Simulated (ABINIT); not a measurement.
V:

```
V
1.0
    -1.51435    1.51435    1.51435
     1.51435   -1.51435    1.51435
     1.51435    1.51435   -1.51435
V
1
Cartesian
  0.0000 0.0000 0.0000
```

Base run:

* Program: ABINIT 10.8.3 (patched build)
* Functional: revPBE
* Potentials or basis: JTH PAW PBE v2.0
* Cutoff: 408 eV
* k mesh: 12 × 12 × 12
* Occupations: fermi-dirac, width 0.05 eV
* Spin: collinear spin, ferromagnetic start
* Starting moments: [2.0] μB

Its results: band gap on the k mesh none (metal or under the smearing width); pressure -1.9 GPa; net moment 0.00 μB per cell.

Task: After a change of settings the same cell gave: band gap on the k mesh none (metal or under the smearing width); pressure -5.5 GPa; net moment 0.00 μB per cell. Which change was it?
A. functional from revPBE to AM05
B. functional from revPBE to BP86
C. functional from revPBE to LDA; potentials or basis from JTH PAW PBE v2.0 to JTH PAW LDA v2.0
D. functional from revPBE to PBEsol

Result: B.

Caveats: the PAW data sets were made with another functional, which shifts forces and pressure a little.
